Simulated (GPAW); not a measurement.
Here is a GPAW 26.7.0 calculation.

run.py

```python
from ase.dft.bandgap import bandgap
from ase.io import read, write
from ase.units import GPa
from gpaw import GPAW, PW, setup_paths

setup_paths.insert(0, '.')

atoms = read('CdS.xyz')

calc = GPAW(mode=PW(600),
            xc='PBEsol',
            kpts={'size': (7, 7, 4), 'gamma': True},
            occupations={'name': 'fermi-dirac', 'width': 0.05},
            nbands=31,
            convergence={'density': 1e-05, 'energy': 1e-05},
            maxiter=150,
            txt='gpaw.txt')
atoms.calc = calc
energy = atoms.get_potential_energy()
forces = atoms.get_forces()
stress = atoms.get_stress()
calc.write('gs.gpw')
write('result.traj', atoms)
print(f'Energy: {energy:.6f} eV')
print('Forces (eV/A):')
print(forces.round(4))
print('Stress (GPa):', (stress / GPa).round(3))
print('Fermi level:', round(calc.get_fermi_level(), 4), 'eV')
print(f'Gap: {bandgap(calc)[0]:.4f} eV, direct: {bandgap(calc, direct=True)[0]:.4f} eV')

path = atoms.cell.bandpath('GMKGALHA,LM,KH', npoints=60, eps=1e-4)
bs_calc = calc.fixed_density(kpts=path, symmetry='off', nbands=51,
                             convergence={'bands': 'CBM+6.0', 'eigenstates': 1e-6}, txt='bands.txt')
bs = bs_calc.band_structure()
bs.write('bs.json')
print(f'Gap on the path: {bandgap(bs_calc)[0]:.4f} eV')
```

File CdS.xyz:

```xyz
4
Lattice="4.1500000000 0.0000000000 0.0000000000 -2.0750000000 3.5940054257 0.0000000000 0.0000000000 0.0000000000 6.7370000000" Properties=species:S:1:pos:R:3 pbc="T T T"
Cd     2.0750000002      1.1980018084      3.3685000000
Cd    -0.0000000002      2.3960036173      0.0000000000
S      2.0750000002      1.1980018084      5.8948750000
S     -0.0000000002      2.3960036173      2.5263750000
```

Potentials or basis: PAW data sets generated in the run's folder for this functional, pw.

Launch:

```bash
$ gpaw-setup -f PBEsol Cd S
$ OMP_NUM_THREADS=1 python run.py
```

Question: Estimate the band gap on the k mesh.

Answer: 1.04 eV, direct.

Question: What does it give for the largest force?

Answer: 0.065 eV/Å.

Question: What does it give for the pressure?

Answer: -1.2 GPa.

Question: What does it give for the band gap along the path?

Answer: 1.04 eV, direct.

Levels at the corners of the path, in eV from the valence-band top:
| point | band 16 | band 17 | band 18 | band 19 | band 20 | band 21 |
| --- | --- | --- | --- | --- | --- | --- |
| Γ | -0.05 | 0.00 | 0.00 | 1.04 | 2.65 | 6.32 |
| M | -1.89 | -1.32 | -0.75 | 3.58 | 3.75 | 4.97 |
| K | -1.88 | -1.88 | -1.63 | 4.49 | 4.99 | 4.99 |
| Γ | -0.05 | 0.00 | 0.00 | 1.04 | 2.65 | 6.32 |
| A | -0.40 | -0.40 | -0.40 | 2.71 | 2.71 | 6.03 |
| L | -1.35 | -1.34 | -1.34 | 3.33 | 3.33 | 5.26 |
| H | -2.44 | -1.13 | -1.13 | 4.26 | 4.26 | 5.94 |
| A | -0.40 | -0.40 | -0.40 | 2.71 | 2.71 | 6.03 |
| L | -1.35 | -1.34 | -1.34 | 3.33 | 3.33 | 5.26 |
| M | -1.89 | -1.32 | -0.75 | 3.58 | 3.75 | 4.97 |
| K | -1.88 | -1.88 | -1.63 | 4.49 | 4.99 | 4.99 |
| H | -2.44 | -1.13 | -1.13 | 4.26 | 4.26 | 5.94 |

**What was measured.**

From “Isotope dependence of band-gap energy”, 2008, arxiv:0807.2152, for a bulk crystal of CdS: band gap 2.5809 ± 0.0002 eV.

Measured gap of CdS: 2.5809 eV (quoted in “Isotope dependence of band-gap energy”, 2008, arxiv:0807.2152). This calculation gives 1.04 eV (-1.54 eV). So large a miss can be the level of theory's own, or it may mean another phase, state or a wrong row. Spin-orbit coupling on Cd is left out. The value is that of PBEsol, without temperature or zero-point motion. Semilocal functionals fall short of measured gaps as a rule.
